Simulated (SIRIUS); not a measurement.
# In in SIRIUS: the effect of potentials

The system is In.

```
In
1.0
    -1.62547    1.62547    2.47370
     1.62547   -1.62547    2.47370
     1.62547    1.62547   -2.47370
In
1
Direct
  0.00000 0.00000 0.00000
```

Alike in all runs:

| Item | Value |
| --- | --- |
| Program | SIRIUS 7.12.0 |
| Task | single point |
| Functional | PBE |
| k mesh | 11 × 11 × 11 |
| Occupations | fermi-dirac, width 0.05 eV |
| Spin | no spin polarisation |

| potentials | cutoff | pressure (GPa) |
| --- | --- | --- |
| PseudoDojo 0.4.1 PBE standard (scalar relativistic) | 960 eV | 2.0 |
| SPMS 1.0 PBE (norm-conserving) | 960 eV | 2.1 |
| SG15 1.2 PBE (norm-conserving) | 960 eV | 2.0 |
| PseudoDojo 0.5 PBE stringent (scalar relativistic) | 1127 eV | 2.1 |
| GBRV 1.5 PBE (ultrasoft) | 557 eV | ? |
| SSSP 1.3.0 PBE efficiency | 828 eV | 1.9 |
| in-house norm-conserving set, PBE (scalar relativistic) | 960 eV | 2.0 |

What does the run with potentials GBRV 1.5 PBE (ultrasoft) give?

Pressure 0.8 GPa.

The runs don't all hold the same shells in valence.
